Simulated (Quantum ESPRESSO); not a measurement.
Crystal: CuAu.

```
CELL_PARAMETERS angstrom
2.81075 0.00000 0.00000
0.00000 2.81075 0.00000
0.00000 0.00000 3.68500
ATOMIC_POSITIONS crystal
Au 0.00000 0.00000 0.00000
Cu 0.50000 0.50000 0.50000
```

- Program: Quantum ESPRESSO 7.5
- Task: single point
- Functional: PBE
- Potentials or basis: SSSP 1.3 efficiency PBE
- Cutoff: 816 eV
- Density cutoff: 5987 eV
- k mesh: 9 × 9 × 7
- Occupations: fermi-dirac, width 0.05 eV
- Spin: no spin polarisation

On this cell: pressure 4.0 GPa; largest force under 0.003 eV/Å; band gap on the k mesh none (metal or under the smearing width).

The same run follows on a disturbed copy (atoms moved at random, drawn with an rms of 0.05 Å):

```xyz
2
Lattice="2.8107 0.0000 0.0000 0.0000 2.8107 0.0000 0.0000 0.0000 3.6850" Properties=species:S:1:pos:R:3 pbc="T T T"
Au   -0.0198    0.0089   -0.0574
Cu    1.3957    1.3765    1.8232
```

Question: What changes?

Answer: The energy (extrapolated to zero smearing) moves by +3.9 meV/atom; pressure 4.2 GPa; largest force 0.304 eV/Å; band gap on the k mesh none (metal or under the smearing width).

Forces on the atoms (eV/Å):
```
Au   0.036 -0.134  0.271
Cu  -0.036  0.134 -0.271
```

Stress tensor (GPa, compression positive):
```
 4.39 -0.02  0.05
-0.02  4.34 -0.17
 0.05 -0.17  3.81
```
